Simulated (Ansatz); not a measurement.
Runs of Ansatz 0.2.0 on WS2. The cell holds a slab with vacuum, 12 atoms: a = 3.183 Å, b = 3.183 Å, c = 35.181 Å, α = 90.00°, β = 90.00°, γ = 120.00°. 

| task | level | cell | k mesh | smearing | points for each segment of the path | level | run kind | gap on the mesh (eV) | largest force (eV/Å) |
| --- | --- | --- | --- | --- | --- | --- | --- | --- | --- |
| band structure | PBEsol | as given | 7 × 7 × 1 | fermi-dirac 0.05 eV | 10 | - | - | (b) | 0.27 |
| band structure | BLYP | as given | 7 × 7 × 1 | fermi-dirac 0.05 eV | 10 | - | - | 1.41 | (a) |
| relaxation of cell and atoms | LDA | relaxed | 10 × 10 × 1 | fermi-dirac 0.05 eV | - | - | - | 1.06 | 0.01 |
| band structure | LDA | as given | 10 × 10 × 1 | fermi-dirac 0.05 eV | 10 | - | - | 1.35 | 0.54 |
| band structure | LDA | as given | 12 × 12 × 2 | fixed | - | lda | scf | 1.27 | 0.54 |

Alike in all rows: potentials or basis Ansatz PAW; no spin polarisation; cutoff (eV) 420.

Q: Fill in the values left out.

A: (a) 0.66; (b) 1.38.

Caveats: spin-orbit coupling is left out, which moves the levels of the heavy elements; the PAW data sets come from PBE, with cores solved anew for the run's functional, which leaves a small shift of forces and pressure; the k mesh misses the band edges, so the gap on the mesh is wider than the one along the path (some runs); the potentials were made for another functional, which shifts forces and pressure (some runs); the plane-wave basis is chosen anew once the cell has moved, so the energies of steps on either side of that aren't comparable (some runs).

A k mesh can miss the band edges, and the runs leave out spin-orbit coupling on W.

Not every run made on this cell is shown here.
